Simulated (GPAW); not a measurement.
Computed results, one entry a study.

```
! title: Quasiparticle gap of BN (Qingsongite) in GPAW
! method: DFT, PBE, plane waves, PAW (and 1 further level or step)
! program: GPAW 26.7.0
! settings of one run: cutoff 600 eV, GPAW PAW setups 1.2.1 data release, 8×8×8 k-mesh, nbands 72
! cost: 4 runs, 45 s in all on 8 MPI ranks of Intel Xeon Platinum 8488C (Sapphire Rapids), shared host (the runs of this entry)
! notes: The cell and positions come from the Crystallography Open Database and are kept as given unless a step says otherwise. Bands and cutoff are finite, so the gap is not at the basis limit. The miss can reach some tenths of an eV and take either sign; the mesh is an error of its own.
! PBE gap: 4.46 eV, indirect
! G0W0 gap on the mesh: 5.97 eV
! GW settings: 8×8×8 mesh, 62 bands, screening to 175 eV, Godby-Needs plasmon pole
! known limits: not at the basis limit
CELL_PARAMETERS angstrom
0.00000 1.80750 1.80750
1.80750 0.00000 1.80750
1.80750 1.80750 0.00000
ATOMIC_POSITIONS crystal
B 0.00000 0.00000 0.00000
N 0.25000 0.25000 0.25000
```

[Paths, hosts, dates, memory and timing lines, banners, echoed tables and standing remarks are left out of the program output.]

[Logs are printed without paths, hosts, clocks, repeated set-up lines and the standing remarks that a program may print on its own settings, such as how far it seeks lower states.]

[Runs of the session that timed out or met a known fault of the program may be left out.]

[Hosts, paths, dates, database ids (printed as entryN), source tags and the programs' standing remarks are cut or masked in the printed files.]
